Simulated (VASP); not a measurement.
All values below come from PBE GGA, VASP's PBE PAW potentials (set 64) (plane waves; VASP 6.6.1).

The input files of a VASP run:

KPOINTS:
```
Regular mesh
0
Gamma
7 7 10
```

**INCAR**
```
! general
SYSTEM  = RuO2
PREC    = Accurate
ENCUT   = 520
LREAL   = .FALSE.
LASPH   = .TRUE.

! electronic loop
EDIFF   = 1E-7
NELM    = 100
ALGO    = Normal
LMAXMIX = 4

! smearing
ISMEAR  = 1
SIGMA   = 0.1

! functional
GGA     = PE

! ions
IBRION  = 2
NSW     = 30
ISIF    = 4
EDIFFG  = -0.01

! output
LWAVE   = .FALSE.
LCHARG  = .FALSE.
```

**POSCAR**
```
RuO2
1
    4.5223185966     0.0000000000     0.0000000000
    0.0000000000     4.5223185966     0.0000000000
    0.0000000000     0.0000000000     3.1241210253
Ru O
2 4
Direct
  0.0000000000   0.0000000000   1.0000000000
  0.5000000000   0.5000000000   0.5000000000
  0.3057749991   0.3057749991   0.0000000000
  0.8057749991   0.1942250009   0.5000000000
  0.1942250009   0.8057749991   0.5000000000
  0.6942250009   0.6942250009   1.0000000000
```

POTCAR, in this order: Ru_pv O (PBE.64 set). Program: vasp_std.

The resulting files:

**OUTCAR**
```
 ion  position               nearest neighbor table
   1  0.000  0.000  0.000-   3 1.96   6 1.96   5 2.00   4 2.00   4 2.00   5 2.00
   2  0.500  0.500  0.500-   4 1.96   5 1.96   3 2.00   6 2.00   3 2.00   6 2.00
   3  0.306  0.306  0.000-   1 1.96   2 2.00   2 2.00
   4  0.806  0.194  0.500-   2 1.96   1 2.00   1 2.00
   5  0.194  0.806  0.500-   2 1.96   1 2.00   1 2.00
   6  0.694  0.694  0.000-   1 1.96   2 2.00   2 2.00
  LATTYP: Found a simple tetragonal cell.
 ALAT       =     4.5223185966
 C/A-ratio  =     0.6908228508
 Subroutine PRICEL returns:
 Original cell was already a primitive cell.
 Subroutine GETGRP returns: Found 16 space group operations
The static configuration has the point symmetry D_2h.
 The point group associated with its full space group is D_4h.
The dynamic configuration has the point symmetry D_2h.
 Subroutine INISYM returns: Found 16 space group operations
 Subroutine IBZKPT returns following result:
 Found     60 irreducible k-points:

 Following reciprocal coordinates:
            Coordinates               Weight
  0.000000  0.000000  0.000000      1.000000
  0.142857  0.000000  0.000000      4.000000
  0.285714  0.000000  0.000000      4.000000
  0.428571  0.000000  0.000000      4.000000
  0.142857  0.142857  0.000000      4.000000
  0.285714  0.142857  0.000000      8.000000
  0.428571  0.142857  0.000000      8.000000
  0.285714  0.285714  0.000000      4.000000
  0.428571  0.285714  0.000000      8.000000
  0.428571  0.428571  0.000000      4.000000
  0.000000  0.000000  0.100000      2.000000
  0.142857  0.000000  0.100000      8.000000
  0.285714  0.000000  0.100000      8.000000
  0.428571  0.000000  0.100000      8.000000
  0.142857  0.142857  0.100000      8.000000
  0.285714  0.142857  0.100000     16.000000
  0.428571  0.142857  0.100000     16.000000
  0.285714  0.285714  0.100000      8.000000
...
```

File OSZICAR:
```
       N       E                     dE             d eps       ncg     rms          rms(c)
DAV:   1     0.556099802811E+03    0.55610E+03   -0.31311E+04  3720   0.175E+03
DAV:   2    -0.187691637211E+02   -0.57487E+03   -0.55925E+03  4274   0.495E+02
DAV:   3    -0.529181184919E+02   -0.34149E+02   -0.33779E+02  4282   0.122E+02
DAV:   4    -0.535189441817E+02   -0.60083E+00   -0.59848E+00  4429   0.159E+01
DAV:   5    -0.535302579657E+02   -0.11314E-01   -0.11311E-01  4348   0.203E+00    0.473E+01
DAV:   6    -0.468185212285E+02    0.67117E+01   -0.65262E+01  3805   0.595E+01    0.183E+01
DAV:   7    -0.448572996840E+02    0.19612E+01   -0.16047E+01  3897   0.376E+01    0.162E+01
DAV:   8    -0.446049569733E+02    0.25234E+00   -0.18352E+00  4231   0.119E+01    0.119E+00
DAV:   9    -0.445961531296E+02    0.88038E-02   -0.79838E-02  4353   0.210E+00    0.601E-01
DAV:  10    -0.445918644207E+02    0.42887E-02   -0.10989E-02  4267   0.921E-01    0.306E-01
DAV:  11    -0.445915243828E+02    0.34004E-03   -0.26904E-03  4385   0.368E-01    0.117E-01
DAV:  12    -0.445915178578E+02    0.65250E-05   -0.31616E-04  4217   0.160E-01    0.293E-02
DAV:  13    -0.445915160878E+02    0.17699E-05   -0.37802E-05  4854   0.477E-02    0.101E-02
DAV:  14    -0.445915160555E+02    0.32322E-07   -0.63483E-06  4325   0.208E-02    0.550E-03
DAV:  15    -0.445915159423E+02    0.11320E-06   -0.39110E-07  3947   0.473E-03    0.834E-04
DAV:  16    -0.445915159992E+02   -0.56867E-07   -0.57828E-08  2385   0.163E-03
   1 F= -.44591516E+02 E0= -.44591944E+02  d E =-.445915E+02
```

OUTCAR:
```
------------------------ aborting loop because EDIFF is reached ----------------------------------------
  FORCE on cell =-STRESS in cart. coord.  units (eV):
  Direction    XX          YY          ZZ          XY          YZ          ZX
  --------------------------------------------------------------------------------------
  Total       -0.0137169     -0.0137169     -0.0826794      0.0000000      0.0000000      0.0000000
  in kB       -0.3439666     -0.3439666     -2.0732790      0.0000000      0.0000000      0.0000000
  external PRESSURE =      -0.9204041 kB  Pullay stress =       0.0000000 kB
  volume of cell :       63.89
      direct lattice vectors                 reciprocal lattice vectors
     4.522318597  0.000000000  0.000000000     0.221125509  0.000000000  0.000000000
     0.000000000  4.522318597  0.000000000     0.000000000  0.221125509  0.000000000
     0.000000000  0.000000000  3.124121025     0.000000000  0.000000000  0.320090032
 POSITION                                       TOTAL-FORCE (eV/Angst)
 -----------------------------------------------------------------------------------
      0.00000      0.00000      0.00000        -0.000000      0.000000     -0.000000
      2.26116      2.26116      1.56206        -0.000000      0.000000     -0.000000
      1.38281      1.38281      0.00000         0.001081      0.001081      0.000000
      3.64397      0.87835      1.56206         0.001081     -0.001081     -0.000000
      0.87835      3.64397      1.56206        -0.001081      0.001081     -0.000000
      3.13951      3.13951      0.00000        -0.001081     -0.001081     -0.000000
 -----------------------------------------------------------------------------------
    total drift:                               -0.000000      0.000000     -0.000000
  FREE ENERGIE OF THE ION-ELECTRON SYSTEM (eV)
  ---------------------------------------------------
  free  energy   TOTEN  =       -44.5915159992 eV

  energy  without entropy=      -44.5928006380  energy(sigma->0) =      -44.59194421

 reached required accuracy - stopping structural energy minimisation
```
(Selected blocks of OUTCAR.)

The compound is RuO2 in the rutile structure. It was relaxed first.
